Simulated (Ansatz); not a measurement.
Ni: strain energy, fitted

Ni, Fm-3m, a = 3.463 Å. Ansatz: PBEsol, PAW, 420 eV, Γ-centred 22×22×16 mesh on 2 atoms, Gaussian smearing 0.10 eV; collinear spin, largest moment 0.7 μB. Series: biaxial strain in the a-b plane, c and atoms relaxed; x is the strain in per cent. The axes a, b, c are those of the computed cell (2.449, 2.449, 3.463 Å), along [1 1 0], [-1 1 0], [0 0 1] of the cell named above. y is the free energy over the unstrained cell, V0 = 10.384 Å³/atom.

| x (%) | y (meV/atom) |
| --- | --- |
| -3.0 | ? |
| -2.0 | 8.62 |
| -1.0 | 2.11 |
| 0.0 | 0.00 |
| 1.0 | 1.72 |
| 2.0 | 6.69 |
| 3.0 | 14.44 |

Task: Fit y = c2 x² + c3 x³ to the other rows, turn c2 into a modulus, and predict the missing energy.

Result: Least squares on the rows shown. y = 1.9286 x² − 0.11014 x³. In eV per unit strain² c2 is 19.29; M is the biaxial modulus (E = M V0 ε²): 19.29 × 160.2 / (10.384) = 298 GPa. At x = -3.0 the fit asked for gives 20.33 meV/atom. The run gave 20.08 meV/atom, so the fit is 0.25 meV/atom too high, 1.2 % of the span of the series, against an rms of 0.09 meV/atom on the fitted rows. The row lies outside the fitted range. With a term in x⁴ added, a fit to the same known rows predicts 20.97 meV/atom, further off still.